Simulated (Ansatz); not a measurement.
Br:

```xyz
4
Lattice="3.3632 -2.3226 0.0000 3.3632 2.3226 0.0000 0.0000 0.0000 8.7023" Properties=species:S:1:pos:R:3 pbc="T T T"
Br    3.3632    0.6266    3.3948
Br    3.3632    1.6959    7.7459
Br    3.3632   -0.6266    5.3075
Br    3.3632   -1.6959    0.9564
```

| Item | Value |
| --- | --- |
| Program | Ansatz 0.2.0 |
| Task | relaxation of cell and atoms |
| Functional | PBE |
| Dispersion | D3(BJ)-ATM |
| Potentials or basis | Ansatz PAW |
| Cutoff | 420 eV (not typed: the program's choice for these potentials) |
| k mesh | 7 × 7 × 3 |
| Occupations | fermi-dirac, width 0.05 eV |
| Spin | no spin polarisation |

At the start: volume 33.99 Å³/atom.

**Question.** Where does the relaxation end?

**Answer.** It ends after 8 steps and the volume is 31.37 Å³/atom (-7.7 %); space group Cmce (No. 64, to 0.05 Å).

The path:
| step | energy change (eV) | largest force (eV/Å) | volume (Å³) |
| --- | --- | --- | --- |
| 1 | 0.0000 | 0.8812 | 135.95 |
| 2 | -0.1174 | 0.3530 | 125.62 |
| 3 | -0.1572 | 0.0882 | 124.64 |
| 4 | -0.1676 | 0.0157 | 122.12 |
| 5 | -0.1708 | 0.0469 | 124.47 |
| 6 | -0.1734 | 0.0299 | 124.94 |
| 7 | -0.1738 | 0.0047 | 125.46 |
| 8 | -0.1730 | 0.0045 | 125.46 |

Final structure:
```yaml
crystal:
  lattice:
    - [3.51281, -2.08125, 0.00000]
    - [3.51281, 2.08125, 0.00000]
    - [0.00000, 0.00000, 8.58032]
  atoms:
    - { symbol: Br, position: [0.34967, 0.65033, 0.38089] }
    - { symbol: Br, position: [0.15033, 0.84967, 0.88089] }
    - { symbol: Br, position: [0.65033, 0.34967, 0.61911] }
    - { symbol: Br, position: [0.84967, 0.15033, 0.11911] }
```

Caveat: the plane-wave basis is chosen anew once the cell has moved, so the energies of steps on either side of that aren't comparable.
